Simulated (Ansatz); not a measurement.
# WS2: the cost of one run

Computed with Ansatz 0.2.0 (DFT PBE, scalar-relativistic, plane waves, PAW, unless a step's input says otherwise).

### 1 The system as given

The structure is trigonal, space group P-3m1 (No. 164). The conventional cell has a = 3.183 Å, b = 3.183 Å, c = 23.669 Å, α = 90.00°, β = 90.00°, γ = 120.00°. W (site symmetry 3m) is surrounded by 6 S at 2.41 Å. S (site symmetry 3m) has 3 W at 2.41 Å in its first shell of neighbours.

Coordinates:

```
CELL_PARAMETERS angstrom
9.54963 0.00000 0.00000
-4.77481 8.27022 0.00000
0.00000 0.00000 23.66876
ATOMIC_POSITIONS crystal
W 0.11111 0.22222 0.63732
W 0.11111 0.55556 0.63732
W 0.11111 0.88889 0.63732
W 0.44444 0.22222 0.63732
W 0.44444 0.55556 0.63732
W 0.44444 0.88889 0.63732
W 0.77778 0.22222 0.63732
W 0.77778 0.55556 0.63732
W 0.77778 0.88889 0.63732
W 0.22222 0.11111 0.36268
W 0.22222 0.44444 0.36268
W 0.22222 0.77778 0.36268
W 0.55556 0.11111 0.36268
W 0.55556 0.44444 0.36268
W 0.55556 0.77778 0.36268
W 0.88889 0.11111 0.36268
W 0.88889 0.44444 0.36268
W 0.88889 0.77778 0.36268
S 0.11111 0.22222 0.29682
S 0.11111 0.55556 0.29682
S 0.11111 0.88889 0.29682
S 0.44444 0.22222 0.29682
S 0.44444 0.55556 0.29682
S 0.44444 0.88889 0.29682
S 0.77778 0.22222 0.29682
S 0.77778 0.55556 0.29682
S 0.77778 0.88889 0.29682
S 0.22222 0.11111 0.57144
S 0.22222 0.44444 0.57144
S 0.22222 0.77778 0.57144
S 0.55556 0.11111 0.57144
S 0.55556 0.44444 0.57144
S 0.55556 0.77778 0.57144
S 0.88889 0.11111 0.57144
S 0.88889 0.44444 0.57144
S 0.88889 0.77778 0.57144
S 0.11111 0.22222 0.42856
S 0.11111 0.55556 0.42856
S 0.11111 0.88889 0.42856
S 0.44444 0.22222 0.42856
S 0.44444 0.55556 0.42856
S 0.44444 0.88889 0.42856
S 0.77778 0.22222 0.42856
S 0.77778 0.55556 0.42856
S 0.77778 0.88889 0.42856
S 0.22222 0.11111 0.70318
S 0.22222 0.44444 0.70318
S 0.22222 0.77778 0.70318
S 0.55556 0.11111 0.70318
S 0.55556 0.44444 0.70318
S 0.55556 0.77778 0.70318
S 0.88889 0.11111 0.70318
S 0.88889 0.44444 0.70318
S 0.88889 0.77778 0.70318
```

The runs take a perfect supercell of 54 atoms; the defect goes to fractional position (0.111, 0.222, 0.637).

### 2 The perfect supercell

Contents of input.yaml:

```yaml
crystal:
  lattice:
    - [9.549626, 0.0, 0.0]
    - [-4.774813, 8.270218, 0.0]
    - [0.0, 0.0, 23.668763]
  atoms:
    - { symbol: W, position: [0.111111, 0.222222, 0.637318] }
    - { symbol: W, position: [0.111111, 0.555556, 0.637318] }
    - { symbol: W, position: [0.111111, 0.888889, 0.637318] }
    - { symbol: W, position: [0.444444, 0.222222, 0.637318] }
    - { symbol: W, position: [0.444444, 0.555556, 0.637318] }
    - { symbol: W, position: [0.444444, 0.888889, 0.637318] }
    - { symbol: W, position: [0.777778, 0.222222, 0.637318] }
    - { symbol: W, position: [0.777778, 0.555556, 0.637318] }
    - { symbol: W, position: [0.777778, 0.888889, 0.637318] }
    - { symbol: W, position: [0.222222, 0.111111, 0.362682] }
    - { symbol: W, position: [0.222222, 0.444444, 0.362682] }
    - { symbol: W, position: [0.222222, 0.777778, 0.362682] }
    - { symbol: W, position: [0.555556, 0.111111, 0.362682] }
    - { symbol: W, position: [0.555556, 0.444444, 0.362682] }
    - { symbol: W, position: [0.555556, 0.777778, 0.362682] }
    - { symbol: W, position: [0.888889, 0.111111, 0.362682] }
    - { symbol: W, position: [0.888889, 0.444444, 0.362682] }
    - { symbol: W, position: [0.888889, 0.777778, 0.362682] }
    - { symbol: S, position: [0.111111, 0.222222, 0.296816] }
    - { symbol: S, position: [0.111111, 0.555556, 0.296816] }
    - { symbol: S, position: [0.111111, 0.888889, 0.296816] }
    - { symbol: S, position: [0.444444, 0.222222, 0.296816] }
    - { symbol: S, position: [0.444444, 0.555556, 0.296816] }
    - { symbol: S, position: [0.444444, 0.888889, 0.296816] }
    - { symbol: S, position: [0.777778, 0.222222, 0.296816] }
    - { symbol: S, position: [0.777778, 0.555556, 0.296816] }
    - { symbol: S, position: [0.777778, 0.888889, 0.296816] }
    - { symbol: S, position: [0.222222, 0.111111, 0.571442] }
    - { symbol: S, position: [0.222222, 0.444444, 0.571442] }
    - { symbol: S, position: [0.222222, 0.777778, 0.571442] }
    - { symbol: S, position: [0.555556, 0.111111, 0.571442] }
    - { symbol: S, position: [0.555556, 0.444444, 0.571442] }
    - { symbol: S, position: [0.555556, 0.777778, 0.571442] }
    - { symbol: S, position: [0.888889, 0.111111, 0.571442] }
    - { symbol: S, position: [0.888889, 0.444444, 0.571442] }
    - { symbol: S, position: [0.888889, 0.777778, 0.571442] }
    - { symbol: S, position: [0.111111, 0.222222, 0.428558] }
    - { symbol: S, position: [0.111111, 0.555556, 0.428558] }
    - { symbol: S, position: [0.111111, 0.888889, 0.428558] }
    - { symbol: S, position: [0.444444, 0.222222, 0.428558] }
    - { symbol: S, position: [0.444444, 0.555556, 0.428558] }
    - { symbol: S, position: [0.444444, 0.888889, 0.428558] }
    - { symbol: S, position: [0.777778, 0.222222, 0.428558] }
    - { symbol: S, position: [0.777778, 0.555556, 0.428558] }
    - { symbol: S, position: [0.777778, 0.888889, 0.428558] }
    - { symbol: S, position: [0.222222, 0.111111, 0.703184] }
    - { symbol: S, position: [0.222222, 0.444444, 0.703184] }
    - { symbol: S, position: [0.222222, 0.777778, 0.703184] }
    - { symbol: S, position: [0.555556, 0.111111, 0.703184] }
    - { symbol: S, position: [0.555556, 0.444444, 0.703184] }
    - { symbol: S, position: [0.555556, 0.777778, 0.703184] }
    - { symbol: S, position: [0.888889, 0.111111, 0.703184] }
    - { symbol: S, position: [0.888889, 0.444444, 0.703184] }
    - { symbol: S, position: [0.888889, 0.777778, 0.703184] }
basis:
  ecutwfc: 420
  fft_grid_basis: typed
kpoints:
  mp_grid: { grid: [3, 3, 1] }
hamiltonian:
  xc: pbe
  pseudopotentials: { kind: paw }
scf:
  occupations: { method: gaussian, width: 0.05 }
output:
  forces: true
  stress: false
  eigenvalues: true
  bader: false
  write_density: true
  volumetric_format: npy
```

Launch:

```console
$ ansatz run input.yaml --threads 8 --pin off --max-ram 16384MiB --backend cpu --events-out ev --progress --plain --runs-dir out
```

What time and memory should one allow on 8 threads of AMD EPYC 7R43 (Zen 3), shared host?

About 18 s, with a peak of 7.2 GiB.
